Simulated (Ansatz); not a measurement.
MgF2:
```yaml
crystal:
  lattice:
    - [4.69803, 0.00000, 0.00000]
    - [0.00000, 4.69803, 0.00000]
    - [0.00000, 0.00000, 3.09267]
  atoms:
    - { symbol: Mg, position: [0.00000, 0.00000, 0.00000] }
    - { symbol: Mg, position: [0.50000, 0.50000, 0.50000] }
    - { symbol: F, position: [0.30357, 0.30357, 0.00000] }
    - { symbol: F, position: [0.19643, 0.80357, 0.50000] }
    - { symbol: F, position: [0.69643, 0.69643, 0.00000] }
    - { symbol: F, position: [0.80357, 0.19643, 0.50000] }
```

Relaxed with PBE. Special points in fractions of this cell's reciprocal vectors: Γ (0.000, 0.000, 0.000); X (0.000, 0.500, 0.000); M (0.500, 0.500, 0.000); Z (0.000, 0.000, 0.500); R (0.000, 0.500, 0.500); A (0.500, 0.500, 0.500).

Task: List the band energies nearest the valence-band maximum at these points for plane-wave PAW PBE (Ansatz code).

Result: In eV from the valence-band maximum; about four levels below and three above (degenerate sets whole), none deeper than 8.9 eV; points with the same levels are listed once.

```tsv
k	below	above
Γ	-0.71 -0.31 -0.31 0.00	6.84 12.00 12.00
X	-0.94 -0.94 -0.36 -0.36	9.19 9.19 13.22 13.22
M	-0.90 -0.90 -0.72 -0.72	10.79 10.79 11.02 11.02
Z	-1.06 -1.06 -0.80 -0.80	11.50 11.50 14.69 14.69
R	-0.70 -0.70 -0.62 -0.62	12.44 12.44 13.04 13.04
A	-0.57 -0.57 -0.46 -0.46	12.86 12.86 13.10 13.10
```

Space group P4_2/mnm (rutile). The cell was relaxed with PBE under the symmetry of its start.

Potentials: the later of the program's two PAW sets.
